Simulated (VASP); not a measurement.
# GaN (F-43m) in VASP: a series of runs

The runs below take GaN through single point, with PBEsol-based global hybrid.

Everything below comes from runs of VASP 6.6.1. Logs are shortened: lines on timing, memory, paths and dates and some standing lists are left out, and cuts for length are marked.

**Experimental background.**

A printed reference work, textbook reports, for a bulk crystal of GaN at 0 K: band gap 3.299 eV (direct).

The results are compared with them further down.

## 1. Starting point

It takes space group F-43m (No. 216, cubic). Conventional cell: a = 4.507 Å, b = 4.507 Å, c = 4.507 Å, α = 90.00°, β = 90.00°, γ = 90.00°. Ga (site symmetry -43m) is surrounded by 4 N at 1.95 Å. Around N (site symmetry -43m) lie 4 Ga at 1.95 Å.

The cell is a database's computed one.

## 2. Single point, PBEsol-based global hybrid

Contents of POSCAR:

```
GaN
1.0
    0.0000000000      2.2535006075      2.2535006075
    2.2535006075      0.0000000000      2.2535006075
    2.2535006075      2.2535006075      0.0000000000
Ga N
1 1
Direct
    0.0000000000      0.0000000000      0.0000000000
    0.2500000000      0.2500000000      0.2500000000
```

Contents of INCAR.step1:

```
PREC = Accurate ; ENCUT = 520
EDIFF = 1E-5 ; ISMEAR = -1
SIGMA = 0.05 ; LREAL = F
LASPH = T ; NELM = 100
ALGO = Normal ; ISIF = 2
LWAVE = T ; NBANDS = 16
GGA = PE
```

Contents of INCAR.step2:

```
PREC = Accurate ; ENCUT = 520
EDIFF = 1E-6 ; ISMEAR = -1
SIGMA = 0.05 ; LREAL = F
LASPH = T ; NELM = 100
ALGO = Normal ; ISIF = 2
LWAVE = F ; LCHARG = T
GGA = PS ; LHFCALC = T
AEXX = 0.25 ; PRECFOCK = Normal
HFRCUT = -1 ; LELF = T
LVHAR = T ; NBANDS = 16
ISTART = 1
```

Contents of KPOINTS:

```
Automatic mesh
0
Gamma
  6 6 6
```

Potentials or basis: VASP PAW PBE potentials, release 64 (Ga_d, N).

Command:

```
cat potpaw_PBE.64/Ga_d/POTCAR potpaw_PBE.64/N/POTCAR > POTCAR
cp INCAR.step1 INCAR
mpirun -np 1 vasp_std > vasp.out
cp INCAR.step2 INCAR
mpirun -np 1 vasp_std > vasp.out
```

OUTCAR:

```text
PREC = Accurate
   ENCUT = 520
   EDIFF = 1E-6
   ISMEAR = -1
   LREAL = F
   LASPH = T
   NELM = 100
   ISIF = 2
   GGA = PS
   LHFCALC = T
   AEXX = 0.25
   PRECFOCK = Normal
   ISTART = 1

 ion  position               nearest neighbor table
   1  0.000  0.000  0.000-   2 1.95   2 1.95   2 1.95   2 1.95
   2  0.250  0.250  0.250-   1 1.95   1 1.95   1 1.95   1 1.95

  LATTYP: Found a face centered cubic cell.
 ALAT       =     4.5070012150

  Lattice vectors:

 A1 = (   0.0000000000,   2.2535006075,   2.2535006075)
 A2 = (   2.2535006075,   0.0000000000,   2.2535006075)
 A3 = (   2.2535006075,   2.2535006075,   0.0000000000)

Analysis of symmetry for initial positions (statically):
=====================================================================
 Subroutine PRICEL returns:
 Original cell was already a primitive cell.

 Routine SETGRP: Setting up the symmetry group for a
 face centered cubic supercell.

 Subroutine GETGRP returns: Found 24 space group operations
 (whereof 24 operations were pure point group operations)
 out of a pool of 48 trial point group operations.

The static configuration has the point symmetry T_d .

Analysis of symmetry for dynamics (positions and initial velocities):
=====================================================================
 Subroutine PRICEL returns:
 Original cell was already a primitive cell.

 Routine SETGRP: Setting up the symmetry group for a
 face centered cubic supercell.

 Subroutine GETGRP returns: Found 24 space group operations
 (whereof 24 operations were pure point group operations)
 out of a pool of 48 trial point group operations.

The dynamic configuration has the point symmetry T_d .

 Subroutine INISYM returns: Found 24 space group operations
 (whereof 24 operations are pure point group operations),
 and found     1 'primitive' translations

----------------------------------------------------------------------------------------

                                     Primitive cell

  volume of cell :      22.8877

  direct lattice vectors                    reciprocal lattice vectors
     0.000000000  2.253500607  2.253500607    -0.221877020  0.221877020  0.221877020
[... 78 lines left out ...]
   LREAL  =      F    real-space projection
   EDIFFG = 0.1E-04   stopping-criterion for IOM
   NSW    =      0    number of steps for IOM
   IBRION =     -1    ionic relax: 0-MD 1-quasi-New 2-CG
   NFREE  =      0    steps in history (QN), initial steepest desc. (CG)
   ISIF   =      2    stress and relaxation
   ISYM   =      3    0-nonsym 1-usesym 2-fastsym
   POTIM  = 0.5000    time-step for ionic-motion
   TEBEG  =    0.0;   TEEND  =   0.0 temperature during run
   PSTRESS=    0.0 pullay stress
   NELECT =      18.0000    total number of electrons
   NUPDOWN=      -1.0000    fix difference up-down
   EMIN   =  10.00;   EMAX   =-10.00  energy-range for DOS
   EFERMI =   0.00;   METHOD = LEGACY
   ISMEAR =    -1;   SIGMA  =   0.05  broadening in eV -4-tet -1-fermi 0-gaus
   EFERMI_NEDOS =   21; number of points for ismear=-14 and -15
   IALGO  =     38    algorithm
   IMIX   =      1    mixing-type and parameters
     AMIX     =   0.40;   BMIX     =  1.00
     AMIX_MAG =   1.60;   BMIX_MAG =  1.00
  volume/ion in A,a.u.               =      11.44        77.23
  Fermi-wavevector in a.u.,A,eV,Ry     =   1.511117  2.855596 31.068543  2.283473
  Thomas-Fermi vector in A             =   2.621216
   LORBIT       =      0    0 simple, 1 ext, 2 COOP (PROOUT), +10 PAW based schemes
   GGA     = PS    functional components
   LHFCALC =     T    Hartree Fock is set to
   PRECFOCK=normal    Normal, Fast or Accurate (Low or Medium for compatibility)
   ENCUT4O =  -1.0   cutoff for four orbital integrals eV
   NKREDX  =     1    reduce k-point grid by
   NKREDY  =     1    reduce k-point grid by
   NKREDZ  =     1    reduce k-point grid by
   AEXX    =    0.2500 exact exchange contribution
   HFSCREEN=    0.0000 screening length (either q_TF or 0.3 A-1)
   HFSCREENC=   0.0000 screening length for correlation (either q_TF or 0.3 A-1)
   ENCUTFOCK=  -1.0 apply spherical cutoff to Coloumb kernel
   IVDW    =     0    specifies the selected vdW correction
   LEPSILON=     F    determine dielectric tensor
   LRPA    =     F    only Hartree local field effects (RPA)
 non-spin polarized calculation
  energy-cutoff  :      520.00
  volume of cell :       22.89
 maximum number of plane-waves:       636
  NGX = 18; NGY = 18; NGZ = 18

 number of electron      18.0000004 magnetization

 Free energy of the ion-electron system (eV)
  ---------------------------------------------------
  ext. energy  EPLUGINS =         0.00000000
  ---------------------------------------------------
  free energy    TOTEN  =       -16.35063599 eV

  energy without entropy =      -16.35063599  energy(sigma->0) =      -16.35063599

 E-fermi :   5.0713     XC(G=0):  -9.3375

 val. band max:        3.9823975718   @ k =   0.0000   0.0000   0.0000
 cond. band min:       7.6215979699   @ k =   0.0000   0.0000   0.0000
 fundamental gap:      3.6392003982
 Fermi energy:         5.0713049853

 k-point     1 :       0.0000    0.0000    0.0000
  band No.  band energies     occupation
      1     -13.5048      2.00000
      2     -11.6122      2.00000
      3     -11.6122      2.00000
      4     -11.6122      2.00000
      5     -11.2926      2.00000
      6     -11.2926      2.00000
[... 281 lines left out ...]
      3     -11.4206      2.00000
      4     -11.3142      2.00000
      5     -11.2573      2.00000
      6      -8.8675      2.00000
[... 8 lines left out ...]
     15      27.0829      0.00000
     16      29.7959      0.00000

------------------------ aborting loop because EDIFF is reached ----------------------------------------

  FORCE on cell =-STRESS in cart. coord.  units (eV):
  Direction    XX          YY          ZZ          XY          YZ          ZX
  --------------------------------------------------------------------------------------
  -------------------------------------------------------------------------------------
  Total       -0.8292277     -0.8292277     -0.8292277      0.0000000      0.0000000     -0.0000000
  in kB      -58.0472082    -58.0472082    -58.0472082      0.0000000      0.0000000     -0.0000000
  external PRESSURE =     -58.0472082 kB  Pullay stress =       0.0000000 kB

 VOLUME and BASIS-vectors are now :
 -----------------------------------------------------------------------------
  energy-cutoff  :      520.00
  volume of cell :       22.89
      direct lattice vectors                 reciprocal lattice vectors
     0.000000000  2.253500607  2.253500607    -0.221877020  0.221877020  0.221877020
     2.253500607  0.000000000  2.253500607     0.221877020 -0.221877020  0.221877020
     2.253500607  2.253500607  0.000000000     0.221877020  0.221877020 -0.221877020

 POSITION                                       TOTAL-FORCE (eV/Angst)
 -----------------------------------------------------------------------------------
      0.00000      0.00000      0.00000        -0.000000     -0.000000     -0.000000
      1.12675      1.12675      1.12675         0.000000      0.000000      0.000000
 -----------------------------------------------------------------------------------
    total drift:                               -0.000012     -0.000012     -0.000010

  FREE ENERGIE OF THE ION-ELECTRON SYSTEM (eV)
  ---------------------------------------------------
  free  energy   TOTEN  =       -16.3506359901 eV

  energy  without entropy=      -16.3506359901  energy(sigma->0) =      -16.35063599
```

OUTCAR.step1:

```text
PREC = Accurate
   ENCUT = 520
   EDIFF = 1E-5
   ISMEAR = -1
   LREAL = F
[... 515 lines left out ...]
      0.00000      0.00000      0.00000         0.000000     -0.000000      0.000000
      1.12675      1.12675      1.12675        -0.000000      0.000000     -0.000000
 -----------------------------------------------------------------------------------
    total drift:                                0.000002      0.000002      0.000001

  FREE ENERGIE OF THE ION-ELECTRON SYSTEM (eV)
  ---------------------------------------------------
  free  energy   TOTEN  =       -12.1386834364 eV

  energy  without entropy=      -12.1386834355  energy(sigma->0) =      -12.13868344
```

Wall time 24 min (1 thread of AMD EPYC 7R13 (Zen 3), shared host); peak memory 0.13 GiB.

What came out:

* Free energy: -16.3506 eV
* Pressure: -5.8 GPa
* Band gap on the k mesh: 3.64 eV, direct

Caveat: the PAW data sets were made with another functional, which shifts forces and pressure a little.

## 3. Single point, PBEsol-based global hybrid

This run uses another cell than the first one, of 12.13 Å³/atom, 1.060 times its volume.

Contents of POSCAR:

```
GaN
1.0
    0.0000000000      2.2976981147      2.2976981147
    2.2976981147      0.0000000000      2.2976981147
    2.2976981147      2.2976981147      0.0000000000
Ga N
1 1
Direct
    0.0000000000      0.0000000000      0.0000000000
    0.2500000000      0.2500000000      0.2500000000
```

Contents of INCAR.step1:

```
SYSTEM = GaN
PREC     = Accurate       ! precision mode
ENCUT    = 520            ! plane-wave cutoff, eV
EDIFF    = 1E-5           ! SCF threshold, eV
ISMEAR   = -1             ! smearing method
SIGMA    = 0.05           ! smearing width, eV
LREAL    = .FALSE.        ! projectors in reciprocal space
LASPH    = .TRUE.         ! aspherical terms in the spheres
NELM     = 60             ! most SCF steps
ALGO     = Normal         ! electronic algorithm
ISIF     = 2              ! what is computed and relaxed
LWAVE    = .TRUE.         ! write WAVECAR
LCHARG   = .FALSE.        ! write CHGCAR
GGA      = PE             ! functional
NBANDS   = 16             ! bands
```

Contents of INCAR.step2:

```
SYSTEM = GaN
PREC     = Accurate       ! precision mode
ENCUT    = 520            ! plane-wave cutoff, eV
EDIFF    = 1E-6           ! SCF threshold, eV
ISMEAR   = -1             ! smearing method
SIGMA    = 0.05           ! smearing width, eV
LREAL    = .FALSE.        ! projectors in reciprocal space
LASPH    = .TRUE.         ! aspherical terms in the spheres
NELM     = 60             ! most SCF steps
ALGO     = Normal         ! electronic algorithm
ISIF     = 2              ! what is computed and relaxed
LWAVE    = .FALSE.        ! write WAVECAR
LCHARG   = .FALSE.        ! write CHGCAR
GGA      = PS             ! functional
LHFCALC  = .TRUE.         ! exact exchange
AEXX     = 0.25           ! exact-exchange fraction
PRECFOCK = Normal       
HFRCUT   = -1           
ISTART   = 1            
NBANDS   = 16             ! bands
```

Contents of KPOINTS:

```
Automatic mesh
0
G
  5 5 5
  0 0 0
```

Potentials or basis: VASP PAW PBE potentials, release 64 (Ga_d, N).

Command:

```
cat potpaw_PBE.64/Ga_d/POTCAR potpaw_PBE.64/N/POTCAR > POTCAR
cp INCAR.step1 INCAR
mpirun -np 1 vasp_std > vasp.out
cp INCAR.step2 INCAR
mpirun -np 1 vasp_std > vasp.out
```

OUTCAR:

```text
SYSTEM = GaN
   PREC = Accurate
   ENCUT = 520
   EDIFF = 1E-6
   ISMEAR = -1
   LREAL = .FALSE.
   LASPH = .TRUE.
   NELM = 60
   ISIF = 2
   GGA = PS
   LHFCALC = .TRUE.
   AEXX = 0.25
   PRECFOCK = Normal
   ISTART = 1

 ion  position               nearest neighbor table
   1  0.000  0.000  0.000-   2 1.99   2 1.99   2 1.99   2 1.99
   2  0.250  0.250  0.250-   1 1.99   1 1.99   1 1.99   1 1.99

  LATTYP: Found a face centered cubic cell.
 ALAT       =     4.5953962294

  Lattice vectors:

 A1 = (   0.0000000000,   2.2976981147,   2.2976981147)
 A2 = (   2.2976981147,   0.0000000000,   2.2976981147)
 A3 = (   2.2976981147,   2.2976981147,   0.0000000000)

Analysis of symmetry for initial positions (statically):
=====================================================================
 Subroutine PRICEL returns:
 Original cell was already a primitive cell.

 Routine SETGRP: Setting up the symmetry group for a
 face centered cubic supercell.

 Subroutine GETGRP returns: Found 24 space group operations
 (whereof 24 operations were pure point group operations)
 out of a pool of 48 trial point group operations.
[... 153 lines left out ...]

  energy without entropy =      -16.24925349  energy(sigma->0) =      -16.24925349

 E-fermi :   4.5245     XC(G=0):  -9.1003

 val. band max:        3.3945681986   @ k =   0.0000   0.0000   0.0000
 cond. band min:       6.6142812708   @ k =   0.0000   0.0000   0.0000
 fundamental gap:      3.2197130722
 Fermi energy:         4.5245428150

 k-point     1 :       0.0000    0.0000    0.0000
  band No.  band energies     occupation
      1     -13.5908      2.00000
      2     -12.2098      2.00000
      3     -12.2098      2.00000
      4     -12.2098      2.00000
      5     -11.9428      2.00000
      6     -11.9428      2.00000
[... 167 lines left out ...]
      3     -12.0607      2.00000
      4     -11.9720      2.00000
      5     -11.9212      2.00000
      6      -9.7240      2.00000
[... 8 lines left out ...]
     15      24.6221      0.00000
     16      28.2600      0.00000

------------------------ aborting loop because EDIFF is reached ----------------------------------------

  FORCE on cell =-STRESS in cart. coord.  units (eV):
  Direction    XX          YY          ZZ          XY          YZ          ZX
  --------------------------------------------------------------------------------------
  -------------------------------------------------------------------------------------
  Total       -2.3232054     -2.3232054     -2.3232054     -0.0000000     -0.0000000      0.0000000
  in kB     -153.4225851   -153.4225851   -153.4225851     -0.0000000     -0.0000000      0.0000000
  external PRESSURE =    -153.4225851 kB  Pullay stress =       0.0000000 kB

 VOLUME and BASIS-vectors are now :
 -----------------------------------------------------------------------------
  energy-cutoff  :      520.00
  volume of cell :       24.26
      direct lattice vectors                 reciprocal lattice vectors
     0.000000000  2.297698115  2.297698115    -0.217609092  0.217609092  0.217609092
     2.297698115  0.000000000  2.297698115     0.217609092 -0.217609092  0.217609092
     2.297698115  2.297698115  0.000000000     0.217609092  0.217609092 -0.217609092

 POSITION                                       TOTAL-FORCE (eV/Angst)
 -----------------------------------------------------------------------------------
      0.00000      0.00000      0.00000        -0.000000     -0.000000     -0.000000
      1.14885      1.14885      1.14885         0.000000      0.000000      0.000000
 -----------------------------------------------------------------------------------
    total drift:                               -0.000010     -0.000008     -0.000006

  FREE ENERGIE OF THE ION-ELECTRON SYSTEM (eV)
  ---------------------------------------------------
  free  energy   TOTEN  =       -16.2492534913 eV

  energy  without entropy=      -16.2492534913  energy(sigma->0) =      -16.24925349
```

OUTCAR.step1:

```text
SYSTEM = GaN
   PREC = Accurate
   ENCUT = 520
   EDIFF = 1E-5
   ISMEAR = -1
   LREAL = .FALSE.
[... 395 lines left out ...]
      0.00000      0.00000      0.00000        -0.000000     -0.000000      0.000000
      1.14885      1.14885      1.14885         0.000000      0.000000     -0.000000
 -----------------------------------------------------------------------------------
    total drift:                                0.000002      0.000002      0.000001

  FREE ENERGIE OF THE ION-ELECTRON SYSTEM (eV)
  ---------------------------------------------------
  free  energy   TOTEN  =       -12.1260509594 eV

  energy  without entropy=      -12.1260508999  energy(sigma->0) =      -12.12605093
```

Wall time 18 min (1 thread of AMD EPYC 7R43 (Zen 3), shared host); peak memory 0.12 GiB.

Results:

- Free energy: -16.2493 eV
- Pressure: -15.3 GPa
- Band gap on the k mesh: 3.22 eV, direct

Caveat: the k mesh is coarse (spacing up to 0.47 Å⁻¹), so the values aren't converged; so large a pressure means that the cell lies far from this level's equilibrium, or that cutoff or potentials fall short; the potentials were made for another functional, which shifts forces and pressure.

(Continued in part 2 of 2.)
